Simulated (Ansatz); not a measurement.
# TiO2 (I4/m) in Ansatz: relaxation of cell and atoms with revPBE

Aim: the relaxation of cell and atoms of TiO2 with revPBE.

All numbers are computed with Ansatz 0.2.0; they aren't measurements. Logs are shortened: lines on timing, memory, paths and dates and some standing lists are left out, and cuts for length are marked.

## Step 1: Starting point

The structure is tetragonal, space group I4/m (No. 87). The conventional cell has a = 8.702 Å, b = 8.702 Å, c = 3.775 Å, α = 90.00°, β = 90.00°, γ = 90.00°. Around Ti (site symmetry m) lie 4 O at 1.80 to 1.95 Å. Around O (site symmetry m) lie 3 Ti at 1.95 to 2.21 Å. O (site symmetry m) has 2 Ti at 1.80 to 1.81 Å as nearest neighbours.

Measurements of this composition are mostly on another form, of space group No. 141.

## Step 2: Relaxation of cell and atoms, revPBE

Input file input.yaml:

```yaml
crystal:
  lattice:
    - [-4.3507577183, 4.3507577183, 1.8875555959]
    - [4.3507577183, -4.3507577183, 1.8875555959]
    - [4.3507577183, 4.3507577183, -1.8875555959]
  atoms:
    - { symbol: Ti, position: [0.292281705, 0.997144755, 0.28942646] }
    - { symbol: Ti, position: [0.002855245, 0.292281705, 0.29513695] }
    - { symbol: Ti, position: [0.997144755, 0.707718295, 0.70486305] }
    - { symbol: Ti, position: [0.707718295, 0.002855245, 0.71057354] }
    - { symbol: O, position: [0.498863825, 0.849215285, 0.34807911] }
    - { symbol: O, position: [0.16166202, 0.1596026, 0.32126462] }
    - { symbol: O, position: [0.150784715, 0.498863825, 0.64964854] }
    - { symbol: O, position: [0.1596026, 0.83833798, 0.99794058] }
    - { symbol: O, position: [0.8403974, 0.16166202, 0.00205942] }
    - { symbol: O, position: [0.849215285, 0.501136175, 0.35035146] }
    - { symbol: O, position: [0.83833798, 0.8403974, 0.67873538] }
    - { symbol: O, position: [0.501136175, 0.150784715, 0.65192089] }
hamiltonian:
  xc: revpbe
  pseudopotentials: { kind: paw }
kpoints:
  mp_grid: { grid: [8, 8, 8] }
scf:
  occupations: { method: fermi_dirac, width: 0.05 }
output:
  forces: true
  stress: true
  eigenvalues: true
relax:
  f_tol: 0.01
  max_steps: 40
  cell: { stress_tol: 0.05 }
```

Potentials or basis: Ansatz PAW.

Started as:

```bash
ansatz run input.yaml --threads 4 --pin off --max-ram 11264MiB --backend cpu --events-out ev --progress --plain --runs-dir out
```

Standard output:

```text
Warning: RAYON_NUM_THREADS=4 ignored (pool sized by the plan → 4); use --threads N
Engine: ansatz 0.2.0, aarch64-unknown-linux-gnu
Pseudopotentials: kind: paw
Pseudopotential: Ti, paw, valence charge 12, recommended cutoff 420 eV (normal), Ti.paw.azcp
Pseudopotential: O, paw, valence charge 6, recommended cutoff 420 eV (normal), O.paw.azcp
Functional definition: revPBE
  parameter kappa = 1.245
  parameter beta = 0.06672455060314922
  exchange = pbe_x(kappa = kappa, mu = beta*pi^2/3)
  correlation = pbe_c(beta = beta)
Crystal: 12 atoms, lattice volume = 142.919 Å³
Basis set: ecut = 420 eV, 2795 PW (Γ), exchange–correlation on 90×90×90 points (8 copies of the dense FFT grid, shifted against one another)
Bands: 60, of which v1, the nominal top of the filled ones, is band 48 counted from 1 (47 counted from 0)
Symmetry: 8 space group operations
Space group: I4/m (ITA 87), of the structure as read, at distance tolerance 5.2e-5 Å
k-points: 78 of 512
Non-local potential: Ti, projectors of the file, l = 0: 3, l = 1: 2, l = 2: 3, l = 3: 1
Non-local potential: O, projectors of the file, l = 0: 2, l = 1: 2, l = 2: 1
PAW form: soft (Blöchl's): semilocal exchange-correlation on the pseudo side does not see the compensation charge
PAW frozen core: Ti, regenerated for the run's functional, and the local potential with it (the file was generated under x = pbe(κ = 0.804, μ = 0.2195149727645171), c = pbe(β = 0.06672455060314922))
PAW frozen core: O, regenerated for the run's functional, and the local potential with it (the file was generated under x = pbe(κ = 0.804, μ = 0.2195149727645171), c = pbe(β = 0.06672455060314922))
PAW one-centre angular grid: Ti, 590 points (default); XC on 64 Gauss nodes
PAW one-centre angular grid: O, 110 points (default); XC on 64 Gauss nodes
Initial density: superposition of atomic densities (neutral atoms: chi_scale 0, normalization atom), corrected by the library's trained network
Initial wavefunctions: pseudopotential atomic-orbital guess
Functional: x = revpbe(κ = 1.245, μ = 0.2195149727645171), c = pbe(β = 0.06672455060314922)
SCF iter   1: F=—  HF=-14576.998769 eV  |F-HF|=—  |Δ(HF+E_count)|=         —  Δρ=4.44e-3  dr2=3.11e-2  ethr=1.77e-3  ⟨swp⟩=5.0  Hψ=17854  notcnv=0  defer=8
preconditioner: auto → Resta (q_TF=auto, 2.553 Å⁻¹)  ε∞=7.5  [insulator: Δε(μ)=1.647 eV  Ē_g=9.779 eV  σ=0.050 eV  W_gap=1.00  n_scr=44 (ndim 8)  ℏωp=24.8 eV  f_vac=0.124  D(μ)=0.00/eV (n_scr^D=0)  ε∞_Penn≈7.5]
SCF iter   2: F=—  HF=-14576.996765 eV  |F-HF|=—  |Δ(HF+E_count)|=   2.00e-3  Δρ=2.50e-3  dr2=1.02e-2  ethr=3.24e-5  ⟨swp⟩=2.7  Hψ=8283  notcnv=0  defer=426
SCF iter   3: F=—  HF=-14576.996444 eV  |F-HF|=—  |Δ(HF+E_count)|=   3.21e-4  Δρ=1.62e-3  dr2=5.24e-3  ethr=1.07e-5  ⟨swp⟩=2.0  Hψ=6401  notcnv=0  defer=426
SCF iter   4: F=—  HF=-14576.996203 eV  |F-HF|=—  |Δ(HF+E_count)|=   2.41e-4  Δρ=4.23e-4  dr2=4.98e-4  ethr=5.46e-6  ⟨swp⟩=2.0  Hψ=6104  notcnv=0  defer=426
SCF iter   5: F=—  HF=-14576.996472 eV  |F-HF|=—  |Δ(HF+E_count)|=   2.70e-4  Δρ=2.85e-4  dr2=1.87e-4  ethr=5.19e-7  ⟨swp⟩=2.0  Hψ=6434  notcnv=0  defer=426
SCF iter   6: F=—  HF=-14576.996567 eV  |F-HF|=—  |Δ(HF+E_count)|=   9.46e-5  Δρ=1.68e-4  dr2=4.35e-5  ethr=1.95e-7  ⟨swp⟩=2.0  Hψ=6562  notcnv=0  defer=426
SCF iter   7: F=—  HF=-14576.996642 eV  |F-HF|=—  |Δ(HF+E_count)|=   7.48e-5  Δρ=4.44e-5  dr2=4.59e-6  ethr=4.53e-8  ⟨swp⟩=2.0  Hψ=6683  notcnv=0  defer=426
SCF iter   8: F=—  HF=-14576.996649 eV  |F-HF|=—  |Δ(HF+E_count)|=   7.58e-6  Δρ=1.26e-5  dr2=3.65e-7  ethr=4.78e-9  ⟨swp⟩=2.3  Hψ=6269  notcnv=0  defer=426
SCF iter   9: F=-14576.996650 eV  HF=-14576.996650 eV  |F-HF|=3.26e-8  |Δ(HF+E_count)|=   6.64e-7  Δρ=4.10e-6  dr2=3.86e-8  ethr=1.04e-10  ⟨swp⟩=10.1  Hψ=19648  notcnv=0
SCF 1 converged in 9 iterations: F = -14576.996650 eV  dr2 = 3.86e-8
relax step   1: F+E_penalty+E_count = -14576.99664999 eV  Δ(F+E_penalty+E_count) = +0.000e0 eV  max|allowed force component| = 1.890e-1 eV/Å  Δτ_max = 0.0000 Å  P = +6.379 GPa  Ω = 142.919 Å³  (9 SCF iters, dr2 threshold 1.00e-7 eV, accepted)
Crystal: 12 atoms, lattice volume = 146.743 Å³
[... 158 lines left out ...]
basis re-selected at this cell: Δ(F+E_penalty+E_count) = -1.535e-3 eV, ΔP = +0.009 GPa vs the last step (what re-selecting the basis moved, of the pressure what is left beyond the Pulay correction that the steps carried, after the strain that the cell walked since its last selection, with what the two solves' SCF thresholds leave and, on support functions, any second-order correction that the steps lacked; it is no measure of the basis error at this ecutwfc). This SCF's stress stands 1.86e-2 GPa from its target on what of the cell is left free (relax.cell.stress_tol is 5.00e-2 GPa) and its largest allowed force component is 1.01e-3 eV/Å (relax.f_tol is 1.00e-2 eV/Å): within both
SCF converged after 7 iterations
Free energy (F): -14577.136021 eV
Harris-Foulkes:  -14577.136021 eV  (|F-HF|=2.36e-11)
Internal energy: -14577.136021 eV  (E = F + TS)
E sigma→0 (E₀):  -14577.136021 eV
Fermi energy:    7.385652 eV
--- Per-component energies (eV) ---
  E_band       = -1005.697748
  E_kinetic    = 2488.274249
  E_local      = -7969.252696  (includes V_loc(G=0)·N_el)
  E_nonlocal   = 387.328937
  E_hartree    = 3140.551188
  E_xc         = -985.355441
  E_vxc        = -1244.653141  (∫ρ·V_xc dr)
  E_paw        = -5464.613484  (= ΣΔE_a)
  E_vpaw       = -948.517321  (= ΣTr[D̂ρ^β])
  E_aug_tail   = 0.020038  (compensation charges beyond the density's cutoff)
  E_ewald      = -6173.813843
  E_core_change = -0.274968  (= ΣΔE_core)
  E_smearing   = -0.000000  (= −TS)
  E_closure    = 0.000000  (closes the sum)
  Σ components = -14577.136021   (vs F -14577.136021, Δ=0.00e0)
--- Forces (eV/Å), atoms counted from 1 ---
  atom   1  Ti    -0.00052050    -0.00101136     0.00000000
  atom   2  Ti    -0.00101136     0.00052050     0.00000000
  atom   3  Ti     0.00101136    -0.00052050     0.00000000
  atom   4  Ti     0.00052050     0.00101136     0.00000000
  atom   5  O      0.00027109     0.00011530     0.00000000
  atom   6  O      0.00087950    -0.00042377     0.00000000
  atom   7  O      0.00011530    -0.00027109    -0.00000000
  atom   8  O      0.00042377     0.00087950     0.00000000
  atom   9  O     -0.00042377    -0.00087950     0.00000000
  atom  10  O     -0.00011530     0.00027109     0.00000000
  atom  11  O     -0.00087950     0.00042377     0.00000000
  atom  12  O     -0.00027109    -0.00011530     0.00000000
  max |Σ_I F_I| component: 1.04e-17 eV/Å
--- Stress (GPa, compression-positive) ---
        0.018561      -0.000000       0.000000
        0.000000       0.018561       0.000000
        0.000000      -0.000000      -0.012000
  P = ⅓ Tr σ = 0.0084 GPa (0.084 kbar)
--- Band table (eV; the first three rows and the last of 78) ---
  k-point 0: bands = ["-50.0875", "-50.0745", "-50.0745", "-50.0631", "-26.4635", "-26.4398", "-26.4328", "-26.4328", "-26.2686", "-26.2631", "-26.2492", "-26.2492", "-26.2319", "-26.2319", "-26.2261", "-26.2025", "-11.2508", "-10.4560", "-10.4560", "-10.1565", "-9.9175", "-9.8618", "-9.6773", "-9.6773", "2.0584", "2.3327", "2.4713", "2.6436", "2.6436", "2.7669", "3.2686", "3.2840", "3.5804", "3.5804", "3.5959", "3.5959", "4.5568", "4.5568", "4.5869", "4.7226", "4.9212", "4.9212", "5.0216", "5.0306", "5.4640", "5.5335", "5.5335", "5.7072", "8.5015", "9.4137", "9.4137", "9.4162", "9.8093", "9.8093", "10.0348", "10.7079", "11.0620", "11.1988", "11.1988", "11.2548"]
  k-point 1: bands = ["-50.0872", "-50.0747", "-50.0743", "-50.0633", "-26.4609", "-26.4402", "-26.4310", "-26.4268", "-26.2714", "-26.2636", "-26.2547", "-26.2488", "-26.2324", "-26.2314", "-26.2286", "-26.2020", "-11.2372", "-10.4625", "-10.4450", "-10.1570", "-9.9220", "-9.8695", "-9.6881", "-9.6744", "2.0742", "2.3336", "2.3983", "2.6293", "2.7543", "2.7755", "3.1842", "3.2330", "3.5640", "3.5900", "3.6227", "3.7487", "4.4123", "4.5435", "4.6330", "4.7150", "4.8671", "4.9920", "5.0423", "5.0603", "5.4457", "5.4736", "5.5391", "5.7459", "8.5308", "9.3579", "9.3779", "9.4286", "9.8142", "9.9053", "10.0053", "10.7450", "11.0315", "11.1733", "11.2210", "11.2871"]
  k-point 2: bands = ["-50.0867", "-50.0753", "-50.0737", "-50.0638", "-26.4559", "-26.4410", "-26.4227", "-26.4125", "-26.2800", "-26.2694", "-26.2648", "-26.2478", "-26.2343", "-26.2335", "-26.2302", "-26.2009", "-11.2025", "-10.4801", "-10.4171", "-10.1581", "-9.9393", "-9.8800", "-9.7154", "-9.6690", "2.1170", "2.3291", "2.3356", "2.5856", "2.7443", "2.9695", "3.0890", "3.1493", "3.5259", "3.6160", "3.6800", "3.9893", "4.2621", "4.4827", "4.5186", "4.7461", "4.8175", "5.0779", "5.0903", "5.1416", "5.3526", "5.4401", "5.5404", "5.7748", "8.6173", "9.2688", "9.2744", "9.4714", "9.8505", "9.9285", "10.0924", "10.8226", "10.9762", "11.1427", "11.1456", "11.2579"]
  k-point 77: bands = ["-50.0840", "-50.0746", "-50.0746", "-50.0665", "-26.4186", "-26.3999", "-26.3999", "-26.3854", "-26.3013", "-26.2903", "-26.2864", "-26.2864", "-26.2696", "-26.2317", "-26.2317", "-26.1963", "-11.0498", "-10.4140", "-10.4140", "-10.1628", "-9.9549", "-9.9549", "-9.8871", "-9.6494", "2.2584", "2.3265", "2.3445", "2.4745", "2.4745", "2.9863", "3.3941", "3.5416", "3.5416", "3.8130", "3.8752", "3.8752", "3.9057", "4.2685", "4.2685", "4.4770", "4.8832", "4.9996", "5.1409", "5.1409", "5.3456", "5.4405", "5.4405", "6.2542", "9.1936", "9.1936", "9.3009", "9.3404", "9.4051", "10.1450", "10.1450", "10.7211", "10.8751", "11.1924", "11.1924", "11.2135"]
--- Relaxed structure (11 steps of the walk, 10 accepted, 2 SCFs on fresh bases) ---
  F+E_penalty+E_count = -14577.13602093 eV   max|allowed force component| = 1.011e-3 eV/Å   (the final SCF, on the basis selected at the relaxed cell)
  cell:  # Å, volume = 149.3113 Å³
    - [-4.456466431359206, 4.456466431359206, 1.8795388732579088]
    - [4.456466431359206, -4.456466431359206, 1.8795388732579088]
    - [4.456466431359206, 4.456466431359206, -1.8795388732579088]
  atoms:
    - { symbol: Ti, position: [0.2879377368884958, 0.9869112821187827, 0.2748490190072783] }
    - { symbol: Ti, position: [0.013088717881217318, 0.2879377368884957, 0.301026454769713] }
    - { symbol: Ti, position: [0.9869112821187827, 0.7120622631115044, 0.6989735452302872] }
    - { symbol: Ti, position: [0.7120622631115042, 0.013088717881217328, 0.7251509809927214] }
    - { symbol: O, position: [0.4886594284453789, 0.8465694657727092, 0.3352288942180882] }
    - { symbol: O, position: [0.15983330749485503, 0.15501319722496185, 0.3148465047198169] }
    - { symbol: O, position: [0.15343053422729067, 0.48865942844537885, 0.6420899626726695] }
    - { symbol: O, position: [0.15501319722496187, 0.8401666925051451, 0.9951798897301067] }
    - { symbol: O, position: [0.844986802775038, 0.15983330749485497, 0.004820110269892985] }
    - { symbol: O, position: [0.8465694657727092, 0.511340571554621, 0.3579100373273304] }
    - { symbol: O, position: [0.840166692505145, 0.844986802775038, 0.685153495280183] }
    - { symbol: O, position: [0.5113405715546211, 0.15343053422729067, 0.6647711057819118] }
```

It took 2.9 min on 4 threads of Arm Neoverse V1, shared host; peak memory 0.9 GiB.

What came out:

* Free energy: -14577.1360 eV
* Relaxed volume: 12.44 Å³/atom
* Relaxed cell: a = 6.577 Å, b = 6.577 Å, c = 6.577 Å, α = 94.68°, β = 94.68°, γ = 146.79°
* Space group after relaxing (to 0.05 Å): I4/m (No. 87)
* Energy gained by relaxing: 11.6 meV/atom
* Ionic steps: 12
* Pressure after relaxing: 0.0 GPa
* Band gap on the k mesh: 2.25 eV, indirect (least direct gap 2.78 eV)

The path:
```
step  energy change (eV)  largest force (eV/Å)  volume (Å³)
   1              0.0000                0.1909       142.92
   2             -0.0899                0.0886       146.74
   3             -0.0953                0.0567       148.04
   4             -0.1018                0.0864       148.24
   5             -0.1077                0.0865       148.91
   6             -0.1094                0.0165       148.82
   7             -0.1094                0.0068       148.83
   8             -0.1386                0.0080       148.83
   9             -0.1361                0.0150       149.64
  10             -0.1378                0.0115       149.32
  11             -0.1378                0.0012       149.31
  12             -0.1394                0.0011       149.31
```

Final structure:
```cif
data_structure
_symmetry_space_group_name_H-M 'P 1'
_symmetry_Int_Tables_number 1
_cell_length_a 6.5767
_cell_length_b 6.5767
_cell_length_c 6.5767
_cell_angle_alpha 94.685
_cell_angle_beta 94.685
_cell_angle_gamma 146.788
_cell_volume 149.31
loop_
_atom_site_label
_atom_site_type_symbol
_atom_site_fract_x
_atom_site_fract_y
_atom_site_fract_z
_atom_site_occupancy
Ti1 Ti 0.28794 0.98691 0.27485 1
Ti2 Ti 0.01309 0.28794 0.30103 1
Ti3 Ti 0.98691 0.71206 0.69897 1
Ti4 Ti 0.71206 0.01309 0.72515 1
O1 O 0.48866 0.84657 0.33523 1
O2 O 0.15983 0.15501 0.31485 1
O3 O 0.15343 0.48866 0.64209 1
O4 O 0.15501 0.84017 0.99518 1
O5 O 0.84499 0.15983 0.00482 1
O6 O 0.84657 0.51134 0.35791 1
O7 O 0.84017 0.84499 0.68515 1
O8 O 0.51134 0.15343 0.66477 1
```

Levels at points of the mesh, in eV from the valence-band top:
```csv
k point,band 44,band 45,band 46,band 47,band 48,band 49,band 50,band 51,band 52,band 53
"(0.00, 0.00, 0.00)",-1.22,-0.79,-0.72,-0.72,-0.55,2.25,3.16,3.16,3.16,3.56
"(0.00, 0.00, -0.50)",-1.03,-1.02,-0.81,-0.73,-0.50,2.63,2.72,2.94,3.32,3.53
"(0.00, -0.50, 0.00)",-0.90,-0.73,-0.58,-0.53,-0.33,2.98,3.32,3.35,3.51,3.61
"(-0.50, -0.50, -0.50)",-1.11,-0.91,-0.81,-0.81,0.00,2.94,2.94,3.05,3.09,3.15
```

Caveat: the plane-wave basis is chosen anew once the cell has moved, so the energies of steps on either side of that aren't comparable; the pressure holds a Pulay correction of +0.6 GPa for the finite cutoff; the PAW data sets come from PBE, with cores solved anew for the run's functional, which leaves a small shift of forces and pressure. A k mesh can miss the band edges.
